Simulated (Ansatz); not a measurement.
**Fixed-spin-moment curve of CuO**

The cell (4 atoms) is CuO as an experimental structure (space group C2/c). Source: COD entry 9015568, which need not be the ambient phase.

```xyz
4
Lattice="2.3399 -1.7384 0.0000 2.3399 1.7384 0.0000 -0.7694 0.0000 5.0611" Properties=species:S:1:pos:R:3 pbc="T T T"
Cu    1.1699    0.8692    0.0000
Cu    0.7852   -0.8692    2.5306
O     2.1475   -0.1318    1.2653
O     1.7628    0.1318    3.7959
```

Site labels below count the atoms in this order, from 1.

Method: DFT, r2SCAN, PAW, plane waves, scalar-relativistic (Ansatz).

| Item | Value |
| --- | --- |
| Plane-wave cutoff | 500 eV |
| k-point mesh | 8×8×5 (Γ-centred) |
| Occupations | Gaussian smearing, 0.1 eV |

Site moments are integrals over atomic spheres and don't add up to the total.

A semilocal functional without U tends to delocalise d and f electrons, and can give a metal where the real compound is an insulator. A small moment in a metal is sensitive to the mesh and the smearing.

For a metal this mesh leaves errors of several meV/atom.

The total moment of the cell is held fixed (separate Fermi levels for the two spins), shared at the start among the Cu atoms with one sign; no search for lower states follows. Energies are free energies per cell above the lowest run, the runs with a free moment included. Each row is one local solution, which need not be the lowest state at that M. The run at M = 0 starts without moments and gives the spin-unpolarised solution; a state with cancelling moments wasn't tried, and may lie lower. The program warns that the SCF threshold is loose for stress, so pressures can be off by 0.1 GPa or more.

The run at M = 1.76 μB took 21 s on 2 threads of x86-64 server CPU (shared host), peak memory 0.61 GiB.

```json
{"fixed M (μB/cell)": "0.00", "F − F(lowest) (meV/cell)": "81", "moments of Cu1 Cu2 O3 O4 (μB)": "0.00 0.00 0.00 0.00", "pressure (GPa)": "1.3"}
{"fixed M (μB/cell)": "0.44", "F − F(lowest) (meV/cell)": "75", "moments of Cu1 Cu2 O3 O4 (μB)": "0.15 0.15 0.07 0.07", "pressure (GPa)": "1.3"}
{"fixed M (μB/cell)": "0.88", "F − F(lowest) (meV/cell)": "58", "moments of Cu1 Cu2 O3 O4 (μB)": "0.30 0.30 0.14 0.14", "pressure (GPa)": "1.5"}
{"fixed M (μB/cell)": "1.32", "F − F(lowest) (meV/cell)": "36", "moments of Cu1 Cu2 O3 O4 (μB)": "0.45 0.45 0.21 0.21", "pressure (GPa)": "1.9"}
{"fixed M (μB/cell)": "1.76", "F − F(lowest) (meV/cell)": "4", "moments of Cu1 Cu2 O3 O4 (μB)": "0.58 0.58 0.29 0.29", "pressure (GPa)": "2.5"}
{"fixed M (μB/cell)": "2.20", "F − F(lowest) (meV/cell)": "420", "moments of Cu1 Cu2 O3 O4 (μB)": "0.69 0.69 0.37 0.37", "pressure (GPa)": "4.6"}
{"fixed M (μB/cell)": "2.64", "F − F(lowest) (meV/cell)": "1586", "moments of Cu1 Cu2 O3 O4 (μB)": "0.76 0.76 0.44 0.44", "pressure (GPa)": "7.9"}
{"fixed M (μB/cell)": "3.08", "F − F(lowest) (meV/cell)": "2894", "moments of Cu1 Cu2 O3 O4 (μB)": "0.83 0.83 0.52 0.52", "pressure (GPa)": "10.8"}
{"fixed M (μB/cell)": "3.52", "F − F(lowest) (meV/cell)": "4247", "moments of Cu1 Cu2 O3 O4 (μB)": "0.89 0.89 0.59 0.59", "pressure (GPa)": "13.3"}
```

The lowest fixed-moment run is the one at M = 1.76 μB (4 meV). With the constraint released: “parallel moments scaled by 0.1, free total moment [Cu1 0.10, Cu2 0.10 μB]” ends at 1.88 μB, 0 meV; “parallel moments, free total moment [Cu1 1.00, Cu2 1.00 μB]” ends at 1.88 μB, 0 meV. No free run was started from opposed moments.
